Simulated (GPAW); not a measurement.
# Si2W (I4/mmm) in GPAW: notebook

One crystal, Si2W, is run at these levels: PBE; tasks: single point.

Program: GPAW 26.7.0. These are calculated values, not measurements. Logs are shortened: lines on timing, memory, paths and dates and some standing lists are left out, and cuts for length are marked. The log counts tension as positive stress, the text compression.

## Step 1: The structure

It takes space group I4/mmm (No. 139, tetragonal). Conventional cell: a = 3.214 Å, b = 3.214 Å, c = 7.830 Å, α = 90.00°, β = 90.00°, γ = 90.00°. W (site symmetry 4/mmm) has 10 Si at 2.62 Å as nearest neighbours. Si (site symmetry 4mm) has 5 Si at 2.59 to 2.63 Å and 5 W at 2.62 Å as nearest neighbours.

## Step 2: Single point, PBE

run.py reads:

```python
from ase.dft.bandgap import bandgap
from ase.io import read, write
from ase.units import GPa
from gpaw import GPAW, PW

atoms = read('Si2W.xyz')

calc = GPAW(mode=PW(400),
            xc='PBE',
            kpts={'size': (9, 9, 9), 'gamma': True},
            occupations={'name': 'fermi-dirac', 'width': 0.05},
            nbands=23,
            maxiter=120,
            txt='gpaw.txt')
atoms.calc = calc
energy = atoms.get_potential_energy()
forces = atoms.get_forces()
stress = atoms.get_stress()
calc.write('gs.gpw')
write('result.traj', atoms)
print(f'Energy: {energy:.6f} eV')
print('Forces (eV/A):')
print(forces.round(4))
print('Stress (GPa):', (stress / GPa).round(3))
print('Fermi level:', round(calc.get_fermi_level(), 4), 'eV')
print(f'Gap: {bandgap(calc)[0]:.4f} eV, direct: {bandgap(calc, direct=True)[0]:.4f} eV')
```

Si2W.xyz reads:

```xyz
3
Lattice="-1.6069000000 1.6069000000 3.9149500000 1.6069000000 -1.6069000000 3.9149500000 1.6069000000 1.6069000000 -3.9149500000" Properties=species:S:1:pos:R:3 pbc="T T T"
W      0.0000000000      0.0000000000      0.0000000000
Si     0.0000000000      0.0000000000      5.2092324700
Si     0.0000000000      0.0000000000      2.6206675300
```

Potentials or basis: GPAW PAW data sets (gpaw-data 1.2.1), pw.

Started as:

```console
$ OMP_NUM_THREADS=1 python run.py
```

gpaw.txt:

```text
__  _  _
 | _ |_)|_||  |
 |__||  | ||/\| - 26.7.0

Input parameters:
  mode=PW(ecut=400.0),
  kpts=MonkhorstPack(size=(9, 9, 9), gamma=True),
  maxiter=120,
  nbands=23,
  occupations=Occupations(name='fermi-dirac', width=0.05),
  xc=XC(name='PBE')

Diagonalizing LCAO Hamiltonian
Converting LCAO to pw mode

       Si

       Si

       W

Atoms  # Å, Bohr magnetons
|   | symbol |        x |        y |        z |    initial magnetic moments |
|---|--------|----------|----------|----------|-----------------------------|
| 0 |      W | 0.000000 | 0.000000 | 0.000000 | ( 0.0000,  0.0000,  0.0000) |
| 1 |     Si | 0.000000 | 0.000000 | 5.209232 | ( 0.0000,  0.0000,  0.0000) |
| 2 |     Si | 0.000000 | 0.000000 | 2.620668 | ( 0.0000,  0.0000,  0.0000) |

Unit cell  # Å
| periodic |         x |         y |         z |  lengths |     angles |
|----------|-----------|-----------|-----------|----------|------------|
|      yes | -1.606900 |  1.606900 |  3.914950 | 4.526708 | 138.415317 |
|      yes |  1.606900 | -1.606900 |  3.914950 | 4.526708 | 138.415317 |
|      yes |  1.606900 |  1.606900 | -3.914950 | 4.526708 |  60.267513 |

Number of symmetries: 16
Symmetry operations  # r_c * U_cc + t_c -> r_c
|    | kind |            matrix            |
|----|------|------------------------------|
|  0 |  σ   |  1, 1, 1,  0, 0,-1,  0,-1, 0 |
|  1 |  C4  |  1, 1, 1,  0, 0,-1, -1, 0, 0 |
|  2 |  E   |  1, 0, 0,  0, 1, 0,  0, 0, 1 |
|  3 |  σ   |  1, 0, 0,  0, 1, 0, -1,-1,-1 |
|  4 |  σ   |  0, 1, 0,  1, 0, 0,  0, 0, 1 |
|  5 |  C2  |  0, 1, 0,  1, 0, 0, -1,-1,-1 |
|  6 |  C2  |  0, 0, 1, -1,-1,-1,  1, 0, 0 |
|  7 |  S4  |  0, 0, 1, -1,-1,-1,  0, 1, 0 |
|  8 |  C4  |  0, 0,-1,  1, 1, 1,  0,-1, 0 |
|  9 |  σ   |  0, 0,-1,  1, 1, 1, -1, 0, 0 |
| 10 |  σ   |  0,-1, 0, -1, 0, 0,  1, 1, 1 |
| 11 |  C2  |  0,-1, 0, -1, 0, 0,  0, 0,-1 |
| 12 |  C2  | -1, 0, 0,  0,-1, 0,  1, 1, 1 |
| 13 |  i   | -1, 0, 0,  0,-1, 0,  0, 0,-1 |
| 14 |  S4  | -1,-1,-1,  0, 0, 1,  1, 0, 0 |
| 15 |  C2  | -1,-1,-1,  0, 0, 1,  0, 1, 0 |

BZ-sampling:
  Number of BZ points: 729
  Number of IBZ points: 75

  Monkhorst-Pack size: [9, 9, 9]
  Monkhorst-Pack shift: [0, 0, 0]

K-points  # in reciprocal-cell coordinates
|     |                                coordinates |     weight |
|-----|--------------------------------------------|------------|
|   0 | (  0.00000000,   0.00000000,   0.00000000) | 0.00137174 |
|   1 | (  0.11111111,  -0.11111111,   0.00000000) | 0.00548697 |
|   2 | (  0.11111111,  -0.11111111,   0.11111111) | 0.00548697 |
|   3 | (  0.11111111,   0.00000000,   0.00000000) | 0.01097394 |
|   4 | (  0.11111111,   0.11111111,  -0.11111111) | 0.00274348 |
|   5 | (  0.22222222,  -0.22222222,   0.00000000) | 0.00548697 |
|   6 | (  0.22222222,  -0.22222222,   0.11111111) | 0.01097394 |
|   7 | (  0.22222222,  -0.22222222,   0.22222222) | 0.00548697 |
|   8 | (  0.22222222,  -0.11111111,   0.00000000) | 0.02194787 |
|   9 | (  0.22222222,  -0.11111111,   0.11111111) | 0.01097394 |
| ... |                                            |            |
|  74 | (  0.44444444,   0.44444444,   0.44444444) | 0.01097394 |

Plane wave coefficients: 761
Cutoff: 400.0 eV

Spin-components: 1 (collinear spins)
Bands:           23
Projectors:      16
Spin-degeneracy: 2
Datatype:        complex128

Parallelization:
  kpt:    1
  domain: 1
  band:   1

Density:
  Valence electrons: 22.0
  Components: 1
  Grid points: [21 21 21]
  Charge: 0.0  # |e|

Potential:
  Grid points: [21 21 21]

species:
  W:
    name:    Tungsten
    Z:       74.0
    valence: 14
    core:    60
    charge:  0.0  # [|e|]
    compensation charges:
      type: gauss
      rc: 0.40  # [Å]
      lmax: 2
    cutoffs:
      filter: 2.36  # [Å]
      core: 3.02  # [Å]
    projectors
    | kind |    occ | energy [eV] | rcut [Å] |
    |------|--------|-------------|----------|
    |   5s |  2.000 |     -78.830 |    1.344 |
    |   6s |  2.000 |      -5.697 |    1.344 |
    |   5p |  6.000 |     -43.233 |    1.355 |
    |   6p |  0.000 |      -1.367 |    1.355 |
    |   5d |  4.000 |      -4.494 |    1.228 |
    |    d |        |      22.717 |    1.228 |

    Using partial waves for W as LCAO basis

  Si:
    name:    Silicon
    Z:       14.0
    valence: 4
    core:    10
    charge:  0.0  # [|e|]
    compensation charges:
      type: gauss
      rc: 0.33  # [Å]
      lmax: 2
    cutoffs:
      filter: 1.86  # [Å]
      core: 2.06  # [Å]
    projectors
    | kind |    occ | energy [eV] | rcut [Å] |
    |------|--------|-------------|----------|
    |   3s |  2.000 |     -10.812 |    1.058 |
    |   3p |  2.000 |      -4.081 |    1.058 |
    |    s |        |      16.399 |    1.058 |
    |    p |        |      23.130 |    1.058 |
    |    d |        |       0.000 |    1.058 |

    Using partial waves for Si as LCAO basis

Reference energy: -454544.360156  # eV

eigensolver:
  PPCG
  Converge bands: occupied
  niter=2

density mixing:
  MSR1-Mixer
  Pratt-step length: 0.05
  Maximum mixing coefficient: 0.75
  Old densities: 10
  SVD Regularization: 0.005
  Good broyden scale: 1.0
  Trust region scale: 1.0
  Backstep threshold: 4.0
  History deletion threshold: 6.0
  Fourier metric: weight=20.0, sigma=0.015

occupation numbers:
  Fermi-Dirac:
    width: 0.0500  # eV

poisson solver:
  ecut: 3200.0  # eV

xc functional:
  name: PBE with 2 nearest neighbor stencil

convergence criteria:
- Maximum [total energy] change in last 3 cyles: 0.0005 eV / valence electron
- Maximum integral of absolute [dens]ity change: 0.0001 electrons / valence electron
- Maximum integral of absolute [eigenst]ate change: 4e-08 eV^2 / valence electron
maximum number of iterations: 120

SCF iterations
|iter     | |      energy | eigst |  dens |
|---------|-|-------------|-------|-------|
|iter:   1| |  -23.401381 | +0.22 |       |
|iter:   2| |  -23.392331 | -2.66 | -1.19 |
|iter:   3| |  -23.347482 | -2.47 | -1.22 |
|iter:   4| |  -23.353776 | -3.03 | -1.78 |
|iter:   5| |  -23.351379c| -3.88 | -2.27 |
|iter:   6| |  -23.351481c| -4.69 | -2.52 |
|iter:   7| |  -23.351482c| -6.55 | -3.52 |
|iter:   8| |  -23.351482c| -7.91c| -4.17c|

Converged in 8 steps
Energy contributions relative to reference atoms: (reference = -454544.360156)

Energy contributions:
  Kinetic:          21.289114
  Coulomb:         -17.341984
  Zero:             -0.072590
  External:          0.000000
  Xc:              -27.224596
  Entropy:          -0.002854
  Spinorbit:         0.000000
  ----------------------------
  Free energy:     -23.352910
  Extrapolated:    -23.351482

dipole moment: (-12.932417, -12.932417, 2.437894)  # |e|*Ang

Fermi level: 12.627
Eigenvalues  # (at kpt = [0.000, 0.000, 0.000])
| band index |      eig [eV] | occ [0-2] |
|------------|---------------|-----------|
|          0 |       -60.944 |     2.000 |
|        ... |               |           |
|          2 |       -25.452 |     2.000 |
|          3 |       -25.452 |     2.000 |
|          4 |        -1.375 |     2.000 |
|          5 |         5.847 |     2.000 |
|          6 |         8.950 |     2.000 |
|          7 |         9.378 |     2.000 |
[... 8 lines left out ...]
|         16 |        18.390 |     0.000 |
|         17 |        18.390 |     0.000 |
|        ... |               |           |
|         22 |        27.376 |     0.000 |

No gap
No difference between direct/indirect transitions

Forces  # eV/Ang
|       x |       y |        z |
|---------|---------|----------|
| 0.00000 | 0.00000 | -0.00000 |  # W    0
| 0.00000 | 0.00000 |  0.05487 |  # Si   1
| 0.00000 | 0.00000 | -0.05487 |  # Si   2

Stress tensor  # eV/Ang^3
|         x |         y |         z |
|-----------|-----------|-----------|
| -0.022442 |  0.000000 | -0.000000 |
|  0.000000 | -0.022442 | -0.000000 |
| -0.000000 | -0.000000 | -0.024874 |

# Writing to gs.gpw (mode='')
```

stdout:

```text
Energy: -23.351482 eV
Forces (eV/A):
[[ 0.      0.     -0.    ]
 [ 0.      0.      0.0549]
 [ 0.      0.     -0.0549]]
Stress (GPa): [-3.596 -3.596 -3.985 -0.    -0.     0.   ]
Fermi level: 12.6268 eV
Gap: 0.0000 eV, direct: 0.0000 eV
```

It took 79 s on 1 thread of Intel Xeon at 2.50GHz (Skylake/Cascade Lake), shared host; peak memory 0.17 GiB.

These settings aren't checked as converged: the numbers below hold their error.

Results:

```yaml
Free_energy: -23.3529 eV
Pressure: 3.7 GPa
Largest_force: 0.055 eV/Å
Band_gap_on_the_k_mesh: none (metal or under the smearing width)
```

Caveat: the cutoff is short for stress and forces, so pressures can be off by a GPa or more.

## Step 3: Single point, PBE

Edit run.py of step 2 so:

```diff
@@ -5,3 +5,3 @@
 
-atoms = read('Si2W.xyz')
+atoms = read('POSCAR')
```

POSCAR reads:

```
Si2W
1.0
   -1.6069000000      1.6069000000      3.9149500000
    1.6069000000     -1.6069000000      3.9149500000
    1.6069000000      1.6069000000     -3.9149500000
W Si
1 2
Direct
    0.0000000000      0.0000000000      0.0000000000
    0.6653000000      0.6653000000      0.0000000000
    0.3347000000      0.3347000000      0.0000000000
```

Potentials or basis: GPAW PAW data sets (gpaw-data 1.2.1), pw.

Started as:

```console
$ OMP_NUM_THREADS=1 python run.py
```

gpaw.txt:

```text
__  _  _
 | _ |_)|_||  |
 |__||  | ||/\| - 26.7.0

Input parameters:
  mode=PW(ecut=400.0),
  kpts=MonkhorstPack(size=(9, 9, 9), gamma=True),
  maxiter=120,
  nbands=23,
  occupations=Occupations(name='fermi-dirac', width=0.05),
  xc=XC(name='PBE')

Diagonalizing LCAO Hamiltonian
Converting LCAO to pw mode

       Si

       Si

       W

Atoms  # Å, Bohr magnetons
|   | symbol |         x |         y |        z |    initial magnetic moments |
|---|--------|-----------|-----------|----------|-----------------------------|
| 0 |      W |  0.000000 |  0.000000 | 0.000000 | ( 0.0000,  0.0000,  0.0000) |
| 1 |     Si | -0.000000 |  0.000000 | 5.209232 | ( 0.0000,  0.0000,  0.0000) |
| 2 |     Si |  0.000000 | -0.000000 | 2.620668 | ( 0.0000,  0.0000,  0.0000) |

Unit cell  # Å
| periodic |         x |         y |         z |  lengths |     angles |
|----------|-----------|-----------|-----------|----------|------------|
|      yes | -1.606900 |  1.606900 |  3.914950 | 4.526708 | 138.415317 |
|      yes |  1.606900 | -1.606900 |  3.914950 | 4.526708 | 138.415317 |
|      yes |  1.606900 |  1.606900 | -3.914950 | 4.526708 |  60.267513 |

Number of symmetries: 16
Symmetry operations  # r_c * U_cc + t_c -> r_c
|    | kind |            matrix            |
|----|------|------------------------------|
|  0 |  σ   |  1, 1, 1,  0, 0,-1,  0,-1, 0 |
|  1 |  C4  |  1, 1, 1,  0, 0,-1, -1, 0, 0 |
|  2 |  E   |  1, 0, 0,  0, 1, 0,  0, 0, 1 |
|  3 |  σ   |  1, 0, 0,  0, 1, 0, -1,-1,-1 |
|  4 |  σ   |  0, 1, 0,  1, 0, 0,  0, 0, 1 |
|  5 |  C2  |  0, 1, 0,  1, 0, 0, -1,-1,-1 |
|  6 |  C2  |  0, 0, 1, -1,-1,-1,  1, 0, 0 |
|  7 |  S4  |  0, 0, 1, -1,-1,-1,  0, 1, 0 |
|  8 |  C4  |  0, 0,-1,  1, 1, 1,  0,-1, 0 |
|  9 |  σ   |  0, 0,-1,  1, 1, 1, -1, 0, 0 |
| 10 |  σ   |  0,-1, 0, -1, 0, 0,  1, 1, 1 |
| 11 |  C2  |  0,-1, 0, -1, 0, 0,  0, 0,-1 |
| 12 |  C2  | -1, 0, 0,  0,-1, 0,  1, 1, 1 |
| 13 |  i   | -1, 0, 0,  0,-1, 0,  0, 0,-1 |
| 14 |  S4  | -1,-1,-1,  0, 0, 1,  1, 0, 0 |
| 15 |  C2  | -1,-1,-1,  0, 0, 1,  0, 1, 0 |

BZ-sampling:
  Number of BZ points: 729
  Number of IBZ points: 75

  Monkhorst-Pack size: [9, 9, 9]
  Monkhorst-Pack shift: [0, 0, 0]

K-points  # in reciprocal-cell coordinates
|     |                                coordinates |     weight |
|-----|--------------------------------------------|------------|
|   0 | (  0.00000000,   0.00000000,   0.00000000) | 0.00137174 |
|   1 | (  0.11111111,  -0.11111111,   0.00000000) | 0.00548697 |
|   2 | (  0.11111111,  -0.11111111,   0.11111111) | 0.00548697 |
|   3 | (  0.11111111,   0.00000000,   0.00000000) | 0.01097394 |
|   4 | (  0.11111111,   0.11111111,  -0.11111111) | 0.00274348 |
|   5 | (  0.22222222,  -0.22222222,   0.00000000) | 0.00548697 |
|   6 | (  0.22222222,  -0.22222222,   0.11111111) | 0.01097394 |
|   7 | (  0.22222222,  -0.22222222,   0.22222222) | 0.00548697 |
|   8 | (  0.22222222,  -0.11111111,   0.00000000) | 0.02194787 |
|   9 | (  0.22222222,  -0.11111111,   0.11111111) | 0.01097394 |
| ... |                                            |            |
|  74 | (  0.44444444,   0.44444444,   0.44444444) | 0.01097394 |

Plane wave coefficients: 761
Cutoff: 400.0 eV

Spin-components: 1 (collinear spins)
Bands:           23
Projectors:      16
Spin-degeneracy: 2
Datatype:        complex128

Parallelization:
  kpt:    1
  domain: 1
  band:   1

Density:
  Valence electrons: 22.0
  Components: 1
  Grid points: [21 21 21]
  Charge: 0.0  # |e|

Potential:
  Grid points: [21 21 21]

species:
  W:
    name:    Tungsten
    Z:       74.0
    valence: 14
    core:    60
    charge:  0.0  # [|e|]
    compensation charges:
      type: gauss
      rc: 0.40  # [Å]
      lmax: 2
    cutoffs:
      filter: 2.36  # [Å]
      core: 3.02  # [Å]
    projectors
    | kind |    occ | energy [eV] | rcut [Å] |
    |------|--------|-------------|----------|
    |   5s |  2.000 |     -78.830 |    1.344 |
    |   6s |  2.000 |      -5.697 |    1.344 |
    |   5p |  6.000 |     -43.233 |    1.355 |
    |   6p |  0.000 |      -1.367 |    1.355 |
    |   5d |  4.000 |      -4.494 |    1.228 |
    |    d |        |      22.717 |    1.228 |

    Using partial waves for W as LCAO basis

  Si:
    name:    Silicon
    Z:       14.0
    valence: 4
    core:    10
    charge:  0.0  # [|e|]
    compensation charges:
      type: gauss
      rc: 0.33  # [Å]
      lmax: 2
    cutoffs:
      filter: 1.86  # [Å]
      core: 2.06  # [Å]
    projectors
    | kind |    occ | energy [eV] | rcut [Å] |
    |------|--------|-------------|----------|
    |   3s |  2.000 |     -10.812 |    1.058 |
    |   3p |  2.000 |      -4.081 |    1.058 |
    |    s |        |      16.399 |    1.058 |
    |    p |        |      23.130 |    1.058 |
    |    d |        |       0.000 |    1.058 |

    Using partial waves for Si as LCAO basis

Reference energy: -454544.360156  # eV

eigensolver:
  PPCG
  Converge bands: occupied
  niter=2

density mixing:
  MSR1-Mixer
  Pratt-step length: 0.05
  Maximum mixing coefficient: 0.75
  Old densities: 10
  SVD Regularization: 0.005
  Good broyden scale: 1.0
  Trust region scale: 1.0
  Backstep threshold: 4.0
  History deletion threshold: 6.0
  Fourier metric: weight=20.0, sigma=0.015

occupation numbers:
  Fermi-Dirac:
    width: 0.0500  # eV

poisson solver:
  ecut: 3200.0  # eV

xc functional:
  name: PBE with 2 nearest neighbor stencil

convergence criteria:
- Maximum [total energy] change in last 3 cyles: 0.0005 eV / valence electron
- Maximum integral of absolute [dens]ity change: 0.0001 electrons / valence electron
- Maximum integral of absolute [eigenst]ate change: 4e-08 eV^2 / valence electron
maximum number of iterations: 120

SCF iterations
|iter     | |      energy | eigst |  dens |
|---------|-|-------------|-------|-------|
|iter:   1| |  -23.401381 | +0.22 |       |
|iter:   2| |  -23.392331 | -2.66 | -1.19 |
|iter:   3| |  -23.347482 | -2.47 | -1.22 |
|iter:   4| |  -23.353776 | -3.03 | -1.78 |
|iter:   5| |  -23.351379c| -3.88 | -2.27 |
|iter:   6| |  -23.351481c| -4.69 | -2.52 |
|iter:   7| |  -23.351482c| -6.55 | -3.52 |
|iter:   8| |  -23.351482c| -7.91c| -4.17c|

Converged in 8 steps
Energy contributions relative to reference atoms: (reference = -454544.360156)

Energy contributions:
  Kinetic:          21.289114
  Coulomb:         -17.341984
  Zero:             -0.072590
  External:          0.000000
  Xc:              -27.224596
  Entropy:          -0.002854
  Spinorbit:         0.000000
  ----------------------------
  Free energy:     -23.352910
  Extrapolated:    -23.351482

dipole moment: (-12.932417, -12.932417, 2.437894)  # |e|*Ang

Fermi level: 12.627
Eigenvalues  # (at kpt = [0.000, 0.000, 0.000])
| band index |      eig [eV] | occ [0-2] |
|------------|---------------|-----------|
|          0 |       -60.944 |     2.000 |
|        ... |               |           |
|          2 |       -25.452 |     2.000 |
|          3 |       -25.452 |     2.000 |
|          4 |        -1.375 |     2.000 |
|          5 |         5.847 |     2.000 |
|          6 |         8.950 |     2.000 |
|          7 |         9.378 |     2.000 |
[... 8 lines left out ...]
|         16 |        18.390 |     0.000 |
|         17 |        18.390 |     0.000 |
|        ... |               |           |
|         22 |        27.376 |     0.000 |

No gap
No difference between direct/indirect transitions

Forces  # eV/Ang
|        x |        y |        z |
|----------|----------|----------|
|  0.00000 |  0.00000 |  0.00000 |  # W    0
| -0.00000 | -0.00000 |  0.05487 |  # Si   1
| -0.00000 | -0.00000 | -0.05487 |  # Si   2

Stress tensor  # eV/Ang^3
|         x |         y |         z |
|-----------|-----------|-----------|
| -0.022442 |  0.000000 | -0.000000 |
|  0.000000 | -0.022442 | -0.000000 |
| -0.000000 | -0.000000 | -0.024874 |

# Writing to gs.gpw (mode='')
```

Run time: 70 s. Hardware: 1 thread of Intel Xeon at 2.50GHz (Skylake/Cascade Lake), shared host; peak memory 0.17 GiB.

These settings aren't checked as converged: the numbers below hold their error.

Results:

| Quantity | Value |
| --- | --- |
| Free energy | -23.3529 eV |
| Pressure | 3.7 GPa |
| Largest force | 0.055 eV/Å |
| Band gap on the k mesh | none (metal or under the smearing width) |

Caveat: the cutoff is short for stress and forces, so pressures can be off by a GPa or more.
